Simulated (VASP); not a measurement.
TiAl:

```xyz
2
Lattice="3.1791 0.0000 0.0000 0.0000 3.1791 0.0000 0.0000 0.0000 3.1791" Properties=species:S:1:pos:R:3 pbc="T T T"
Ti    0.0000    0.0000    0.0000
Al    1.5895    1.5895    1.5895
```

The cell comes from a database or a generator and needn't be the stable form of this composition.

- Program: VASP 6.6.1
- Task: relaxation of cell and atoms
- Functional: PBEsol
- Potentials or basis: VASP PAW PBE potentials, release 64 (Ti_sv, Al)
- Cutoff: 600 eV
- k mesh: 14 × 14 × 14
- Occupations: gaussian, width 0.1 eV
- Spin: no spin polarisation

At the start: pressure -2.5 GPa; volume 16.06 Å³/atom.

Q: How do energy, volume and symmetry change on relaxing?

A: Over 3 steps the energy falls by 2.6 meV/atom and the volume is 15.73 Å³/atom (-2.1 %); space group Pm-3m (No. 221, to 0.05 Å).

Step by step:
```tsv
step	energy change (eV)	largest force (eV/Å)	pressure (GPa)	volume (Å³)
1	0.0000	0.0000	-2.48	32.13
2	-0.0027	0.0000	1.80	30.99
3	-0.0052	0.0000	0.02	31.45
```

Final structure:
```yaml
crystal:
  lattice:
    - [3.15662, 0.00000, 0.00000]
    - [0.00000, 3.15662, 0.00000]
    - [0.00000, 0.00000, 3.15662]
  atoms:
    - { symbol: Ti, position: [0.00000, 0.00000, 0.00000] }
    - { symbol: Al, position: [0.50000, 0.50000, 0.50000] }
```

Caveat: the PAW data sets were made with another functional, which shifts forces and pressure a little.
